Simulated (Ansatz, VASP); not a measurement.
# Al16H21O33F3 (hydroxylated alpha-Al2O3(0001) with 3 of its OH changed to F): VASP beside Ansatz

One calculation is typed for both programs; each brings its own data sets. How far apart do they land? The cell is taken from a series of runs on this material, whose earlier steps may have relaxed, scaled, displaced or heated it; both programs get it as it stands.

Calculated with Ansatz 0.2.0; plane waves, with VASP 6.6.1 beside it; single point at PBE.

## Step 1: Set-up

The cell holds 73 atoms: 16 Al, 33 O, 3 F and 21 H. Cell: a = 9.580 Å, b = 9.580 Å, c = 22.300 Å, α = 90.0°, β = 90.0°, γ = 120.0°. It derives from Al2O3 (hydroxylated alpha-Al2O3(0001)). As first built, before any earlier steps moved the atoms (in the runner's words): corundum (0001), 2 x 2 cells, three layers of O, the outer two all OH (lattice constants typed as starting values near PBE's), lower atoms held; 3 top OH groups nearest the cell's middle replaced by F, eased by MACE. Vacuum lies along c.

## Step 2: VASP: single point, PBE, pair 1

With cell and atoms fixed, the geometry can't cause a difference; cores, projectors, grids and the points listed under the comparison can.

Lines of VASP's logs that name or quote its potential files are left out, and so is its time.

INCAR reads:

```
SYSTEM = Al16H21O33F3
PREC = Accurate
ENCUT = 520
EDIFF = 1E-06
NELM = 120
ISMEAR = -1
SIGMA = 0.025
LREAL = Auto
ALGO = Normal
GGA = PE
NBANDS = 200
LORBIT = 11
LWAVE = .FALSE.
LCHARG = .FALSE.
ISIF = 2
LASPH = .TRUE.
GGA_COMPAT = .FALSE.
EFERMI = MIDGAP
NCORE = 2
```

POSCAR reads:

```
Al16H21O33F3
1.0
    9.5800000000      0.0000000000      0.0000000000
   -4.7900000000      8.2965200000      0.0000000000
    0.0000000000      0.0000000000     22.3000000000
Al O F H
16 33 3 21
Direct
    0.0046600000      0.9996700000      0.1450600000
    0.3413800000      0.1727500000      0.2279900000
    0.1724300000      0.3344700000      0.1296000000
    0.1734300000      0.3362500000      0.2445000000
    0.0072000000      0.5040200000      0.1434100000
    0.3353500000      0.6709400000      0.2279600000
    0.1806800000      0.8417700000      0.1301000000
    0.1725400000      0.8369100000      0.2449200000
    0.5093000000      0.0047800000      0.1435100000
    0.8419100000      0.1692700000      0.2299800000
    0.6721900000      0.3389200000      0.1289500000
    0.6766900000      0.3334500000      0.2428300000
    0.5026900000      0.5041700000      0.1444600000
    0.8396900000      0.6684700000      0.2256500000
    0.6754600000      0.8400300000      0.1284000000
    0.6697600000      0.8337600000      0.2423700000
    0.1602700000      0.9971300000      0.0889700000
    0.0068400000      0.1599200000      0.0907500000
    0.3459300000      0.3509900000      0.0885200000
    0.5019600000      0.1791000000      0.2835200000
    0.3352600000      0.3246700000      0.2836500000
    0.1806200000      0.0117100000      0.2823900000
    0.0176100000      0.3369900000      0.1856700000
    0.1731100000      0.1801700000      0.1861400000
    0.3267700000      0.4935700000      0.1862100000
    0.1596300000      0.4936300000      0.0878200000
    0.0216800000      0.6704600000      0.0869200000
    0.3514200000      0.8535900000      0.0894800000
    0.3308200000      0.8206800000      0.2838300000
    0.1850100000      0.5108100000      0.2819600000
    0.0180000000      0.8361500000      0.1866800000
    0.1700600000      0.6804700000      0.1864700000
    0.3293500000      0.9942900000      0.1866200000
    0.6638400000      0.0001500000      0.0896100000
    0.5103600000      0.1652800000      0.0895900000
    0.8434000000      0.3540000000      0.0865200000
    0.0015600000      0.1756900000      0.2836000000
    0.8338500000      0.3219000000      0.2830000000
    0.6834700000      0.0039600000      0.2831200000
    0.5192200000      0.3377600000      0.1857300000
    0.6747800000      0.1826000000      0.1861600000
    0.8288300000      0.4942100000      0.1841900000
    0.6570700000      0.4980900000      0.0875200000
    0.5079300000      0.6672700000      0.0914000000
    0.8466500000      0.8477700000      0.0892100000
    0.9930400000      0.6760500000      0.2822200000
    0.5179200000      0.8362000000      0.1870700000
    0.6713400000      0.6789600000      0.1866900000
    0.8287300000      0.9892500000      0.1875100000
    0.4991000000      0.6755600000      0.2810400000
    0.8182100000      0.8091500000      0.2825200000
    0.6874300000      0.5065200000      0.2798700000
    0.1007200000      0.9521100000      0.0521400000
    0.0272200000      0.1362200000      0.0506200000
    0.3456300000      0.2483400000      0.0878900000
    0.4884900000      0.2202100000      0.3214200000
    0.4344600000      0.4284500000      0.2846700000
    0.2218900000      0.0344900000      0.3228800000
    0.1122600000      0.4521700000      0.0489000000
    0.0738300000      0.6651600000      0.0504100000
    0.3578200000      0.7547600000      0.0872000000
    0.4336800000      0.9216200000      0.2870700000
    0.2250300000      0.5359400000      0.3225800000
    0.7692300000      0.0985400000      0.0872600000
    0.5290700000      0.1315200000      0.0508900000
    0.8534500000      0.4100800000      0.0491900000
    0.0154500000      0.0813200000      0.2846500000
    0.9366300000      0.4223700000      0.2869100000
    0.7329100000      0.0323900000      0.3223700000
    0.5922200000      0.4557300000      0.0515200000
    0.5164100000      0.6479300000      0.0493900000
    0.8409700000      0.7428200000      0.0878000000
    0.9675200000      0.6981300000      0.3217500000
```

KPOINTS reads:

```
Automatic mesh
0
Gamma
1 1 1
0 0 0
```

The projector-augmented-wave data sets are Al, O, F and H (PBE family, release 64).

Started as:

```
> mpirun -np 8 vasp_gam
```

Numbers of over 12 decimals in the logs are rounded to 6 here.

What it wrote:

```text
[banner, memory and clock lines left out]
running    8 mpi-ranks, on    1 nodes
[...]
LDA part: xc-table for (Slater+PW92), standard interpolation
 POSCAR, INCAR and KPOINTS ok, starting setup
[...]
entering main loop
       N       E                     dE             d eps       ncg     rms          rms(c)
DAV:   1     0.276152850951E+04    0.27615E+04   -0.14647E+05   432   0.125E+03
DAV:   2    -0.121071305170E+03   -0.28826E+04   -0.27726E+04   512   0.319E+02
DAV:   3    -0.499147474538E+03   -0.37808E+03   -0.37628E+03   496   0.120E+02
DAV:   4    -0.507874110575E+03   -0.87266E+01   -0.87004E+01   488   0.213E+01
[...]
DAV:  28    -0.454617451179E+03   -0.34781E-05   -0.22176E-07   288   0.150E-03    0.641E-04
DAV:  29    -0.454617452363E+03   -0.11847E-05   -0.36427E-08   304   0.842E-04    0.224E-04
DAV:  30    -0.454617452850E+03   -0.48695E-06   -0.21219E-08   288   0.387E-04
   1 F= -.45461745E+03 E0= -.45461745E+03  d E =0.000000E+00
```

Parts of OUTCAR (step 2):

```text
  FREE ENERGIE OF THE ION-ELECTRON SYSTEM (eV)
  ---------------------------------------------------
  free  energy   TOTEN  =      -454.6174528503 eV

  energy  without entropy=     -454.6174528503  energy(sigma->0) =     -454.61745285
```

## Step 3: Ansatz: single point, PBE, pair 1

Ansatz runs on its default PAW (the set named soft_2) files.

The same cell, functional, mesh and smearing now go to Ansatz, which takes its cutoff from its data sets.

input.yaml reads:

```yaml
crystal:
  lattice:
    - [9.58, 0.0, 0.0]
    - [-4.79, 8.29652, 0.0]
    - [0.0, 0.0, 22.3]
  atoms:
    - { symbol: Al, position: [0.00466, 0.99967, 0.14506] }
    - { symbol: Al, position: [0.34138, 0.17275, 0.22799] }
    - { symbol: Al, position: [0.17243, 0.33447, 0.1296] }
    - { symbol: Al, position: [0.17343, 0.33625, 0.2445] }
    - { symbol: O, position: [0.16027, 0.99713, 0.08897] }
    - { symbol: O, position: [0.00684, 0.15992, 0.09075] }
    - { symbol: O, position: [0.34593, 0.35099, 0.08852] }
    - { symbol: O, position: [0.50196, 0.1791, 0.28352] }
    - { symbol: O, position: [0.33526, 0.32467, 0.28365] }
    - { symbol: O, position: [0.18062, 0.01171, 0.28239] }
    - { symbol: O, position: [0.01761, 0.33699, 0.18567] }
    - { symbol: O, position: [0.17311, 0.18017, 0.18614] }
    - { symbol: O, position: [0.32677, 0.49357, 0.18621] }
    - { symbol: Al, position: [0.0072, 0.50402, 0.14341] }
    - { symbol: Al, position: [0.33535, 0.67094, 0.22796] }
    - { symbol: Al, position: [0.18068, 0.84177, 0.1301] }
    - { symbol: Al, position: [0.17254, 0.83691, 0.24492] }
    - { symbol: O, position: [0.15963, 0.49363, 0.08782] }
    - { symbol: O, position: [0.02168, 0.67046, 0.08692] }
    - { symbol: O, position: [0.35142, 0.85359, 0.08948] }
    - { symbol: F, position: [0.4991, 0.67556, 0.28104] }
    - { symbol: O, position: [0.33082, 0.82068, 0.28383] }
    - { symbol: O, position: [0.18501, 0.51081, 0.28196] }
    - { symbol: O, position: [0.018, 0.83615, 0.18668] }
    - { symbol: O, position: [0.17006, 0.68047, 0.18647] }
    - { symbol: O, position: [0.32935, 0.99429, 0.18662] }
    - { symbol: Al, position: [0.5093, 0.00478, 0.14351] }
    - { symbol: Al, position: [0.84191, 0.16927, 0.22998] }
    - { symbol: Al, position: [0.67219, 0.33892, 0.12895] }
    - { symbol: Al, position: [0.67669, 0.33345, 0.24283] }
    - { symbol: O, position: [0.66384, 0.00015, 0.08961] }
    - { symbol: O, position: [0.51036, 0.16528, 0.08959] }
    - { symbol: O, position: [0.8434, 0.354, 0.08652] }
    - { symbol: O, position: [0.00156, 0.17569, 0.2836] }
    - { symbol: O, position: [0.83385, 0.3219, 0.283] }
    - { symbol: O, position: [0.68347, 0.00396, 0.28312] }
    - { symbol: O, position: [0.51922, 0.33776, 0.18573] }
    - { symbol: O, position: [0.67478, 0.1826, 0.18616] }
    - { symbol: O, position: [0.82883, 0.49421, 0.18419] }
    - { symbol: Al, position: [0.50269, 0.50417, 0.14446] }
    - { symbol: Al, position: [0.83969, 0.66847, 0.22565] }
    - { symbol: Al, position: [0.67546, 0.84003, 0.1284] }
    - { symbol: Al, position: [0.66976, 0.83376, 0.24237] }
    - { symbol: O, position: [0.65707, 0.49809, 0.08752] }
    - { symbol: O, position: [0.50793, 0.66727, 0.0914] }
    - { symbol: O, position: [0.84665, 0.84777, 0.08921] }
    - { symbol: O, position: [0.99304, 0.67605, 0.28222] }
    - { symbol: F, position: [0.81821, 0.80915, 0.28252] }
    - { symbol: F, position: [0.68743, 0.50652, 0.27987] }
    - { symbol: O, position: [0.51792, 0.8362, 0.18707] }
    - { symbol: O, position: [0.67134, 0.67896, 0.18669] }
    - { symbol: O, position: [0.82873, 0.98925, 0.18751] }
    - { symbol: H, position: [0.10072, 0.95211, 0.05214] }
    - { symbol: H, position: [0.02722, 0.13622, 0.05062] }
    - { symbol: H, position: [0.34563, 0.24834, 0.08789] }
    - { symbol: H, position: [0.48849, 0.22021, 0.32142] }
    - { symbol: H, position: [0.43446, 0.42845, 0.28467] }
    - { symbol: H, position: [0.22189, 0.03449, 0.32288] }
    - { symbol: H, position: [0.11226, 0.45217, 0.0489] }
    - { symbol: H, position: [0.07383, 0.66516, 0.05041] }
    - { symbol: H, position: [0.35782, 0.75476, 0.0872] }
    - { symbol: H, position: [0.43368, 0.92162, 0.28707] }
    - { symbol: H, position: [0.22503, 0.53594, 0.32258] }
    - { symbol: H, position: [0.76923, 0.09854, 0.08726] }
    - { symbol: H, position: [0.52907, 0.13152, 0.05089] }
    - { symbol: H, position: [0.85345, 0.41008, 0.04919] }
    - { symbol: H, position: [0.01545, 0.08132, 0.28465] }
    - { symbol: H, position: [0.93663, 0.42237, 0.28691] }
    - { symbol: H, position: [0.73291, 0.03239, 0.32237] }
    - { symbol: H, position: [0.59222, 0.45573, 0.05152] }
    - { symbol: H, position: [0.51641, 0.64793, 0.04939] }
    - { symbol: H, position: [0.84097, 0.74282, 0.0878] }
    - { symbol: H, position: [0.96752, 0.69813, 0.32175] }
kpoints:
  mp_grid: { grid: [1, 1, 1] }
hamiltonian:
  xc: pbe
scf:
  occupations: { method: fermi_dirac, width: 0.025 }
output:
  forces: true
```

Started as:

```
> ansatz run input.yaml --threads 4 --pin off --max-ram 8192MiB --backend cpu --events-out ev --progress --plain --runs-dir out
```

What it wrote:

```text
Engine: ansatz 0.2.0, aarch64-unknown-linux-gnu
Pseudopotentials: kind: paw
Pseudopotential: Al, paw, valence charge 3, recommended cutoff 420 eV (normal), Al.paw.azcp
Pseudopotential: O, paw, valence charge 6, recommended cutoff 420 eV (normal), O.paw.azcp
Pseudopotential: F, paw, valence charge 7, recommended cutoff 420 eV (normal), F.paw.azcp
Pseudopotential: H, paw, valence charge 1, recommended cutoff 420 eV (normal), H.paw.azcp
Functional definition: PBE
  parameter kappa = 0.804
  parameter beta = 0.066725
  exchange = pbe_x(kappa = kappa, mu = beta*pi^2/3)
  correlation = pbe_c(beta = beta)
Crystal: 73 atoms, lattice volume = 1772.419 Å³
Basis set: ecut = 420 eV, 34605 PW (Γ), exchange–correlation on 144×144×300 points (8 copies of the dense FFT grid, shifted against one another)
Bands: 217, of which v1, the nominal top of the filled ones, is band 144 counted from 1 (143 counted from 0)
Symmetry: 1 space group operations
Space group: P1 (ITA 1), of the structure as read, at distance tolerance 1.2e-4 Å
k-points: 1
Non-local potential: Al, projectors of the file, l = 0: 2, l = 1: 2, l = 2: 1
Non-local potential: O, projectors of the file, l = 0: 2, l = 1: 2, l = 2: 1
Non-local potential: F, projectors of the file, l = 0: 2, l = 1: 2, l = 2: 1
Non-local potential: H, projectors of the file, l = 0: 2, l = 1: 1
PAW form: soft (Blöchl's): semilocal exchange-correlation on the pseudo side does not see the compensation charge
PAW one-centre angular grid: Al, 110 points (default); XC on 64 Gauss nodes
PAW one-centre angular grid: O, 110 points (default); XC on 64 Gauss nodes
PAW one-centre angular grid: F, 110 points (default); XC on 64 Gauss nodes
PAW one-centre angular grid: H, 110 points (default); XC on 64 Gauss nodes
Initial density: superposition of atomic densities (neutral atoms: chi_scale 0, normalization atom), corrected by the library's trained network
Initial wavefunctions: pseudopotential atomic-orbital guess
Functional: x = pbe(κ = 0.804, μ = 0.219515), c = pbe(β = 0.066725)
SCF iter   1: F=—  HF=-30147.444709 eV  |F-HF|=—  |Δ(HF+E_count)|=         —  Δρ=1.67e-3  dr2=7.09e-2  ethr=1.77e-3  ⟨swp⟩=8.0  Hψ=1090  notcnv=0  defer=45
preconditioner: auto → Resta (q_TF=auto, 2.015 Å⁻¹)  ε∞=1.9  [insulator: Δε(μ)=4.412 eV  Ē_g=15.763 eV  σ=0.025 eV  W_gap=1.00  n_scr=224 (ndim 8)  ℏωp=15.0 eV  f_vac=0.660  D(μ)=0.00/eV (n_scr^D=0)  ε∞_Penn≈1.9  vacuum switching on, ρ_ref=1.8e-2 e/Å³]
SCF iter   2: F=—  HF=-30147.433782 eV  |F-HF|=—  |Δ(HF+E_count)|=   1.09e-2  Δρ=8.86e-4  dr2=1.04e-2  ethr=2.46e-5  ⟨swp⟩=3.0  Hψ=360  notcnv=0  defer=68
SCF iter   3: F=—  HF=-30147.436078 eV  |F-HF|=—  |Δ(HF+E_count)|=   2.30e-3  Δρ=4.06e-4  dr2=2.39e-3  ethr=3.60e-6  ⟨swp⟩=3.0  Hψ=299  notcnv=0  defer=17
automatic band count: iteration 3 solves 166 bands in place of 217: the levels show a gap, and the empty bands left out lie too high to hold charge; the band table lists the bands solved (type scf.n_extra_bands for more)
SCF iter   4: F=—  HF=-30147.436449 eV  |F-HF|=—  |Δ(HF+E_count)|=   3.71e-4  Δρ=1.26e-4  dr2=1.75e-4  ethr=8.29e-7  ⟨swp⟩=3.0  Hψ=293  notcnv=0  defer=17
SCF iter   5: F=—  HF=-30147.436561 eV  |F-HF|=—  |Δ(HF+E_count)|=   1.12e-4  Δρ=2.87e-5  dr2=1.12e-5  ethr=6.07e-8  ⟨swp⟩=3.0  Hψ=264  notcnv=0  defer=17
SCF iter   6: F=—  HF=-30147.436471 eV  |F-HF|=—  |Δ(HF+E_count)|=   8.93e-5  Δρ=1.23e-5  dr2=1.61e-6  ethr=3.88e-9  ⟨swp⟩=2.0  Hψ=307  notcnv=0  defer=17
SCF iter   7: F=-30147.436473 eV  HF=-30147.436473 eV  |F-HF|=4.02e-7  |Δ(HF+E_count)|=   1.26e-6  Δρ=2.87e-6  dr2=8.03e-8  ethr=3.47e-11  ⟨swp⟩=4.0  Hψ=773  notcnv=0
SCF 1 converged in 7 iterations: F = -30147.436473 eV  dr2 = 8.03e-8
  greatest PAW one-centre occupation: 0.929 electrons in one spin orbital (limit 2), on the F atom at site 48 (counted from 0), in its partial waves of l = 0
SCF converged after 7 iterations
Free energy (F): -30147.436473 eV
Harris-Foulkes:  -30147.436473 eV  (|F-HF|=4.02e-7)
Internal energy: -30147.436473 eV  (E = F + TS)
E sigma→0 (E₀):  -30147.436473 eV
Fermi energy:    -0.328326 eV
--- Per-component energies (eV) ---
  E_band       = -2689.567818
  E_kinetic    = 7227.848409
  E_local      = -195413.834375  (includes V_loc(G=0)·N_el)
  E_nonlocal   = 1990.333769
  E_hartree    = 94579.062660
  E_xc         = -3537.943962
  E_vxc        = -4173.964471  (∫ρ·V_xc dr)
  E_paw        = -13332.040555  (= ΣΔE_a)
  E_vpaw       = -1478.162995  (= ΣTr[D̂ρ^β])
  E_aug_tail   = 0.064201  (compensation charges beyond the density's cutoff)
  E_ewald      = 78339.073379
  E_smearing   = -0.000000  (= −TS)
  E_closure    = -0.000000  (closes the sum)
  Σ components = -30147.436473   (vs F -30147.436473, Δ=0.00e0)
--- Forces (eV/Å), atoms counted from 1 ---
  atom   1  Al     0.04268810     0.14999279    -0.21267990
  atom   2  Al     0.00476141    -0.00717250     0.04883677
  atom   3  Al     0.00459741    -0.03231053    -0.13256164
  atom   4  Al    -0.00450090     0.00131596     0.08371928
  atom   5  O      0.07444670     0.04774263    -0.00691663
  atom   6  O     -0.03114515     0.06685815    -0.06465524
  atom   7  O     -0.02979089    -0.06785536    -0.03881875
  atom   8  O     -0.00106996     0.00390919     0.02755180
  atom   9  O     -0.00130751    -0.01237960     0.03362294
  atom  10  O      0.00785750    -0.00393117     0.04722190
  atom  11  O      0.00436163    -0.00070638     0.00233949
  atom  12  O     -0.00222719     0.00246207     0.00219783
  atom  13  O      0.00741454    -0.00536358    -0.00431700
  atom  14  Al     0.03718825    -0.07267176    -0.13467630
  atom  15  Al     0.00502376     0.00252676     0.05944698
  atom  16  Al    -0.00640708    -0.03217543    -0.19846626
  atom  17  Al    -0.00345228    -0.00574810     0.06980417
  atom  18  O      0.00371372     0.07713468    -0.04972336
  atom  19  O     -0.05966442    -0.03388397    -0.03663035
  atom  20  O     -0.01238057    -0.05840342     0.01061449
  atom  21  F      0.00752034     0.01199414     0.02427533
  atom  22  O     -0.00058359    -0.00246324     0.03347409
  atom  23  O      0.00055943    -0.00439159     0.03363926
  atom  24  O      0.00986493    -0.00823372     0.00381743
[...]
atom  66  H     -0.04077981     0.01478097     0.16497539
  atom  67  H     -0.00197774     0.00936709     0.02045881
  atom  68  H     -0.00144920    -0.01190586     0.01285034
  atom  69  H      0.00656439     0.00335493     0.02912604
  atom  70  H      0.01228667     0.00713640     0.12986339
  atom  71  H      0.04434543     0.03434690     0.11499080
  atom  72  H     -0.07470194     0.06387682    -0.06126693
  atom  73  H     -0.00498822     0.00214160     0.02885895
  max |Σ_I F_I| component: 8.10e-5 eV/Å
```

In the SCF lines HF is the Harris–Foulkes energy and dr2 the Hartree energy of the density residual, in eV; the loop may stop once dr2 is under the threshold and the program's other checks hold. Hψ counts applications of the Hamiltonian.

## Step 4: Side by side

Known differences besides the potentials themselves: the cutoff is 420 eV in Ansatz and 520 eV in VASP (PREC = Accurate, projectors in real space). Total energies have different zeros and are not compared.

Compared:

```tsv
quantity	Ansatz	VASP	difference
gap on the k mesh (eV)	4.447	4.432	+0.015
```

Forces on 9 of the 73 atoms, those with the largest forces and the largest differences (eV/Å; atoms numbered as in POSCAR):

```tsv
atom	Ansatz x, y, z	VASP x, y, z
Al1	0.043, 0.150, -0.213	0.037, 0.164, -0.205
Al7	-0.006, -0.032, -0.198	-0.007, -0.012, -0.184
Al11	-0.110, -0.092, -0.207	-0.109, -0.102, -0.189
Al13	0.063, -0.108, -0.228	0.046, -0.091, -0.227
Al15	0.096, 0.001, -0.341	0.075, 0.001, -0.354
O36	0.101, -0.088, -0.084	0.111, -0.115, 0.013
H59	-0.013, -0.046, 0.123	-0.039, -0.075, 0.003
H60	-0.015, 0.013, 0.095	0.040, 0.005, -0.020
H66	-0.041, 0.015, 0.165	-0.052, 0.063, 0.050
```

The forces differ by 48 meV/Å r.m.s., which is 74.8 % of the r.m.s. force of 0.064 eV/Å (both taken over all components). A gap on the mesh is an upper bound, since the band edges may lie between its points. With vacuum in the cell, a pressure given here is an average over mostly empty space and none of the material.

(Continued in part 2 of 3.)

[Lines on the potential files, build, host, timing and source positions are cut from VASP's logs without a mark.]

[Logs are printed without paths, hosts, clocks, repeated set-up lines and the standing remarks that a program may print on its own settings, such as how far it seeks lower states.]

[Hosts, paths, dates, database ids (printed as entryN), source tags and the programs' standing remarks are cut or masked in the printed files.]
